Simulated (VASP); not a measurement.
# GePt (P1) in VASP: relaxation of cell and atoms with PBE

Aim: the relaxation of cell and atoms of GePt with PBE.

Everything below comes from runs of VASP 6.6.1. Logs are shortened: lines on timing, memory, paths and dates and some standing lists are left out, and cuts for length are marked.

**1. The crystal as given**

The typed cell holds 8 atoms: a = 5.836 Å, b = 3.750 Å, c = 6.130 Å, α = 91.12°, β = 91.09°, γ = 89.37°.

The cell was built by a generator and needn't be a form met in nature.

**2. Relaxation of cell and atoms, PBE**

Contents of INCAR:

```
PREC = Normal ; ENCUT = 520
EDIFF = 1E-5 ; ISMEAR = 0
SIGMA = 0.15 ; LREAL = Auto
LASPH = True ; NELM = 80
ALGO = Fast ; ISIF = 3
LWAVE = False ; LCHARG = False
GGA = PE ; IBRION = 2
NSW = 110 ; EDIFFG = -0.03
ISYM = 0 ; KPAR = 4
```

Contents of KPOINTS:

```
Automatic mesh
0
Gamma
  4 6 4
```

Contents of POSCAR:

```
GePt
1.0
    5.8352128600      0.0315528400     -0.0548520000
    0.0203521500      3.7498682100     -0.0362809800
   -0.0582984700     -0.0597821900      6.1290819000
Ge Pt
4 4
Direct
    0.6804521300      0.2366878100      0.5447794000
    0.7999864100      0.7108602900      0.0783695100
    0.3226767500      0.7238255200      0.4181553000
    0.1728425300      0.2297225600      0.9214357100
    0.9702272400      0.2548602900      0.3191117900
    0.5032752100      0.7321012500      0.8276997600
    0.0208587700      0.7575654400      0.6754530100
    0.5273676900      0.2441900500      0.2162270300
```

Potentials or basis: VASP PAW PBE potentials, release 64 (Ge_d, Pt).

Launch:

```
$ cat potpaw_PBE.64/Ge_d/POTCAR potpaw_PBE.64/Pt/POTCAR > POTCAR
$ mpirun -np 4 vasp_std > vasp.out
```

OUTCAR:

```text
PREC = Normal
   ENCUT = 520
   EDIFF = 1E-5
   ISMEAR = 0
   LREAL = Auto
   LASPH = True
   NELM = 80
   ISIF = 3
   GGA = PE
   IBRION = 2
   NSW = 110
   EDIFFG = -0.03
   ISYM = 0

 ion  position               nearest neighbor table
   1  0.680  0.237  0.545-   8 2.19   5 2.21   6 2.73   7 2.78   6 2.81   3 2.87   7 2.89
   2  0.800  0.711  0.078-   6 2.29   5 2.47   8 2.55   8 2.68   5 2.68   7 2.82
   3  0.323  0.724  0.418-   7 2.39   8 2.47   8 2.64   6 2.70   5 2.77   1 2.87   5 2.91
   4  0.173  0.230  0.921-   7 2.46   7 2.65   8 2.72   5 2.73   6 2.73   6 2.79
   5  0.970  0.255  0.319-   1 2.21   2 2.47   8 2.65   2 2.68   4 2.73   3 2.77   7 2.87   7 2.91
                             3 2.91   8 3.32
   6  0.503  0.732  0.828-   2 2.29   3 2.70   1 2.73   4 2.73   4 2.79   1 2.81   7 2.95   8 3.03
                             8 3.03   7 3.18
   7  0.021  0.758  0.675-   3 2.39   4 2.46   4 2.65   1 2.78   2 2.82   5 2.87   1 2.89   5 2.91
                             6 2.95   6 3.18
   8  0.527  0.244  0.216-   1 2.19   3 2.47   2 2.55   3 2.64   5 2.65   2 2.68   4 2.72   6 3.03
                             6 3.03   5 3.32

IMPORTANT INFORMATION: All symmetrisations will be switched off!
NOSYMM: (Re-)initialisation of all symmetry stuff for point group C_1.

----------------------------------------------------------------------------------------

                                     Primitive cell

  volume of cell :     134.0837

  direct lattice vectors                    reciprocal lattice vectors
     5.835212860  0.031552840 -0.054852000     0.171393540 -0.000914540  0.001621337
     0.020352150  3.749868210 -0.036280980    -0.001417851  0.266708773  0.002587953
    -0.058298470 -0.059782190  6.129081900     0.001525487  0.001570593  0.163186403

  length of vectors
     5.835555967  3.750098947  6.129650688     0.171403649  0.266725097  0.163201090

  position of ions in fractional coordinates (direct lattice)
     0.680452130  0.236687810  0.544779400
     0.799986410  0.710860290  0.078369510
     0.322676750  0.723825520  0.418155300
     0.172842530  0.229722560  0.921435710
     0.970227240  0.254860290  0.319111790
     0.503275210  0.732101250  0.827699760
     0.020858770  0.757565440  0.675453010
     0.527367690  0.244190050  0.216227030

  ion indices of the primitive-cell ions
   primitive index   ion index
                 1           1
                 2           2
                 3           3
                 4           4
                 5           5
                 6           6
                 7           7
                 8           8

----------------------------------------------------------------------------------------

 KPOINTS: Automatic mesh

Automatic generation of k-mesh.
 Grid dimensions read from file:
 generate k-points for:    4    6    4

 Generating k-lattice:

  Cartesian coordinates                     Fractional coordinates (reciprocal lattice)
     0.042848385 -0.000228635  0.000405334     0.250000000 -0.000000000  0.000000000
    -0.000236309  0.044451462  0.000431326    -0.000000000  0.166666667 -0.000000000
     0.000381372  0.000392648  0.040796601     0.000000000  0.000000000  0.250000000

  Length of vectors
     0.042850912  0.044454183  0.040800273

  Shift w.r.t. Gamma in fractional coordinates (k-lattice)
     0.000000000  0.000000000  0.000000000

 Subroutine IBZKPT returns following result:
 ===========================================

 Found     52 irreducible k-points:

 Following reciprocal coordinates:
            Coordinates               Weight
  0.000000  0.000000  0.000000      1.000000
  0.250000  0.000000  0.000000      2.000000
  0.500000  0.000000  0.000000      1.000000
  0.000000  0.166667  0.000000      2.000000
  0.250000  0.166667  0.000000      2.000000
  0.500000  0.166667  0.000000      2.000000
[... 16 lines left out ...]
  0.000000  0.333333  0.250000      2.000000
  0.250000  0.333333  0.250000      2.000000
 [... further k-points ...]
   k-points           NKPTS =     52   k-points in BZ     NKDIM =     52   number of bands    NBANDS=     57
   number of dos      NEDOS =    301   number of ions     NIONS =      8
   total plane-waves  NPLWV =  31104
   dimension x,y,z NGX =    36 NGY =   24 NGZ =   36
   dimension x,y,z NGXF=    72 NGYF=   48 NGZF=   72
   ions per type =               4   4
   NGX,Y,Z   is equivalent  to a cutoff of  10.26, 10.64,  9.76 a.u.
   NGXF,Y,Z  is equivalent  to a cutoff of  20.51, 21.28, 19.53 a.u.
 SYSTEM =  unknown system
   PREC   = normal    normal or accurate (medium, high low for compatibility)
   ISTART =      0    job   : 0-new  1-cont  2-samecut
   ICHARG =      2    charge: 1-file 2-atom 10-const
   ISPIN  =      1    spin polarized calculation?
   LNONCOLLINEAR =      F non collinear calculations
   LSORBIT =      F    spin-orbit coupling
   LASPH  =      T    aspherical Exc in radial PAW
   ENCUT  =  520.0 eV  38.22 Ry    6.18 a.u.  10.85  6.97 11.40*2*pi/ulx,y,z
   NELM   =     80;   NELMIN=  2; NELMDL= -5     # of ELM steps
   EDIFF  = 0.1E-04   stopping-criterion for ELM
   LREAL  =      T    real-space projection
   EDIFFG = -.3E-01   stopping-criterion for IOM
   NSW    =    110    number of steps for IOM
   IBRION =      2    ionic relax: 0-MD 1-quasi-New 2-CG
   NFREE  =      1    steps in history (QN), initial steepest desc. (CG)
   ISIF   =      3    stress and relaxation
   ISYM   =      0    0-nonsym 1-usesym 2-fastsym
   POTIM  = 0.5000    time-step for ionic-motion
   TEBEG  =    0.0;   TEEND  =   0.0 temperature during run
   PSTRESS=    0.0 pullay stress
   NELECT =      96.0000    total number of electrons
   NUPDOWN=      -1.0000    fix difference up-down
   EMIN   =  10.00;   EMAX   =-10.00  energy-range for DOS
   EFERMI =   0.00;   METHOD = LEGACY
   ISMEAR =     0;   SIGMA  =   0.15  broadening in eV -4-tet -1-fermi 0-gaus
   EFERMI_NEDOS =   21; number of points for ismear=-14 and -15
   IALGO  =     68    algorithm
   IMIX   =      4    mixing-type and parameters
     AMIX     =   0.40;   BMIX     =  1.00
     AMIX_MAG =   1.60;   BMIX_MAG =  1.00
  volume/ion in A,a.u.               =      16.76       113.11
  Fermi-wavevector in a.u.,A,eV,Ry     =   1.464558  2.767613 29.183546  2.144930
  Thomas-Fermi vector in A             =   2.580520
   LORBIT       =      0    0 simple, 1 ext, 2 COOP (PROOUT), +10 PAW based schemes
   GGA     = PE    functional components
   LHFCALC =     F    Hartree Fock is set to
   AEXX    =    0.0000 exact exchange contribution
   IVDW    =     0    specifies the selected vdW correction
   LEPSILON=     F    determine dielectric tensor
   LRPA    =     F    only Hartree local field effects (RPA)
 conjugate gradient relaxation of ions
 non-spin polarized calculation
 RMM-DIIS sequential band-by-band and
 Gauss-broadening in eV      SIGMA  =   0.15
  energy-cutoff  :      520.00
  volume of cell :      134.08
 maximum number of plane-waves:      3636
   NGX = 21   NGY = 13   NGZ = 23

--------------------------------------- Ionic step        1  -------------------------------------------

 number of electron      95.9999958 magnetization

 Free energy of the ion-electron system (eV)
  ---------------------------------------------------
  ext. energy  EPLUGINS =         0.00000000
  ---------------------------------------------------
  free energy    TOTEN  =       -44.03813794 eV

  energy without entropy =      -44.01631547  energy(sigma->0) =      -44.02722670

------------------------ aborting loop because EDIFF is reached ----------------------------------------

  FORCE on cell =-STRESS in cart. coord.  units (eV):
  Direction    XX          YY          ZZ          XY          YZ          ZX
  --------------------------------------------------------------------------------------
  -------------------------------------------------------------------------------------
  Total       12.5953021      1.2300117     14.0987020     -0.4765551      0.5720121      2.9003307
  in kB      150.5023142     14.6975127    168.4665645     -5.6943962      6.8350204     34.6562936
  external PRESSURE =     111.2221305 kB  Pullay stress =       0.0000000 kB
[... 107 lines left out ...]
  FREE ENERGIE OF THE ION-ELECTRON SYSTEM (eV)
  ---------------------------------------------------
  free  energy   TOTEN  =       -45.6801689788 eV

  energy  without entropy=      -45.6520481442  energy(sigma->0) =      -45.66610856

[... ionic steps 4 to 25 ...]

--------------------------------------- Ionic step       26  -------------------------------------------

 number of electron      95.9999972 magnetization

------------------------ aborting loop because EDIFF is reached ----------------------------------------

  FORCE on cell =-STRESS in cart. coord.  units (eV):
  Direction    XX          YY          ZZ          XY          YZ          ZX
  --------------------------------------------------------------------------------------
  -------------------------------------------------------------------------------------
  Total       -0.0036853     -0.0457993     -0.0825955     -0.0414312     -0.0470800      0.0547305
  in kB       -0.0437394     -0.5435682     -0.9802840     -0.4917258     -0.5587686      0.6495680
  external PRESSURE =      -0.5225305 kB  Pullay stress =       0.0000000 kB
[... 69 lines left out ...]
  energy  without entropy=      -46.1883933009  energy(sigma->0) =      -46.20196219

--------------------------------------- Ionic step       28  -------------------------------------------

 number of electron      95.9999972 magnetization

 Free energy of the ion-electron system (eV)
  ---------------------------------------------------
  ext. energy  EPLUGINS =         0.00000000
  ---------------------------------------------------
  free energy    TOTEN  =       -46.21595350 eV

  energy without entropy =      -46.18891851  energy(sigma->0) =      -46.20243601

 E-fermi :   9.0999     XC(G=0): -12.2175

 val. band max:        9.0961123525   @ k =  -0.0000   0.5000   0.2500
 cond. band min:       9.1026788550   @ k =  -0.0000   0.5000   0.2500
 fundamental gap:      0.0065665025
 Fermi energy:         9.0999226700

 k-point     1 :       0.0000    0.0000    0.0000
  band No.  band energies     occupation
      1     -16.0196      2.00000
      2     -16.0126      2.00000
      3     -16.0123      2.00000
      4     -16.0094      2.00000
      5     -15.9981      2.00000
      6     -15.9880      2.00000
[... 1429 lines left out ...]
     56      13.1877      0.00000
     57      13.9358      0.00000

 [... further k-points ...]

------------------------ aborting loop because EDIFF is reached ----------------------------------------

  FORCE on cell =-STRESS in cart. coord.  units (eV):
  Direction    XX          YY          ZZ          XY          YZ          ZX
  --------------------------------------------------------------------------------------
  -------------------------------------------------------------------------------------
  Total        0.0675478      0.0300705      0.0242661     -0.0080132      0.0129995      0.0142230
  in kB        0.8020614      0.3570561      0.2881354     -0.0951484      0.1543553      0.1688841
  external PRESSURE =       0.4824176 kB  Pullay stress =       0.0000000 kB
[... 23 lines left out ...]
  FREE ENERGIE OF THE ION-ELECTRON SYSTEM (eV)
  ---------------------------------------------------
  free  energy   TOTEN  =       -46.2159535020 eV

  energy  without entropy=      -46.1889185106  energy(sigma->0) =      -46.20243601

 reached required accuracy - stopping structural energy minimisation
```

Run time: 17 min. Hardware: 4 MPI ranks of Intel Xeon Platinum 8488C (Sapphire Rapids), shared host; peak memory 0.35 GiB.

Results:

```
Free energy                            : -46.2160 eV
Relaxed volume                         : 16.87 Å³/atom
Relaxed cell                           : a = 5.827 Å, b = 3.747 Å, c = 6.180 Å, α = 90.03°, β = 90.03°, γ = 90.01°
Space group after relaxing (to 0.05 Å) : P2_12_12_1 (No. 19)
Energy gained by relaxing              : 272.2 meV/atom
Ionic steps                            : 28
Pressure after relaxing                : 0.0 GPa
Largest force after relaxing           : 0.025 eV/Å
Band gap on the k mesh                 : none (metal or under the smearing width)
```

Forces on the atoms (eV/Å):
```
Ge  -0.011  0.007  0.003
Ge  -0.003 -0.005  0.006
Ge  -0.011  0.014 -0.015
Ge   0.008 -0.024 -0.001
Pt   0.012  0.002  0.001
Pt  -0.008  0.010  0.007
Pt   0.000 -0.013  0.002
Pt   0.013  0.009 -0.003
```

Step by step:
```tsv
step	energy change (eV)	largest force (eV/Å)	pressure (GPa)	volume (Å³)
1	0.0000	7.7251	11.12	134.08
2	-0.5036	0.9287	-15.48	157.65
3	-1.6420	0.9233	-7.99	144.31
4	-1.6481	1.0045	-7.74	143.85
5	-1.6500	1.1381	-7.02	143.16
6	-2.0137	0.9094	4.82	131.33
7	-2.0308	0.8924	2.20	133.29
8	-2.1281	0.4320	0.54	134.34
9	-2.1360	0.4551	0.30	134.75
10	-2.1623	0.1880	-0.81	135.46
11	-2.1664	0.1438	-1.12	135.85
12	-2.1687	0.1971	1.22	133.86
13	-2.1726	0.1249	-0.01	134.72
14	-2.1725	0.1198	0.28	134.61
15	-2.1725	0.1224	0.07	134.66
16	-2.1725	0.1189	0.34	134.63
17	-2.1756	0.0748	0.32	134.64
18	-2.1763	0.0685	0.32	134.64
19	-2.1766	0.0776	0.34	134.64
20	-2.1766	0.0752	0.31	134.64
21	-2.1766	0.0721	0.32	134.64
22	-2.1769	0.0223	-0.79	135.39
23	-2.1774	0.0647	-0.39	135.08
24	-2.1774	0.0637	-0.03	134.97
25	-2.1774	0.0498	-0.38	135.02
26	-2.1774	0.0617	-0.05	134.99
27	-2.1774	0.0525	-0.02	135.01
28	-2.1778	0.0250	0.05	134.93
```

Final structure:
```
Ge Pt
1.0
     5.82744   -0.00114   -0.00115
     0.00028    3.74683   -0.00196
    -0.00171   -0.00044    6.17977
Ge Pt
4 4
Direct
  0.68580 0.23399 0.58774
  0.81419 0.73743 0.08756
  0.31477 0.73341 0.41319
  0.18491 0.24022 0.91266
  0.99748 0.23922 0.30771
  0.50167 0.73186 0.80758
  0.00152 0.74200 0.69225
  0.49733 0.23168 0.19255
```
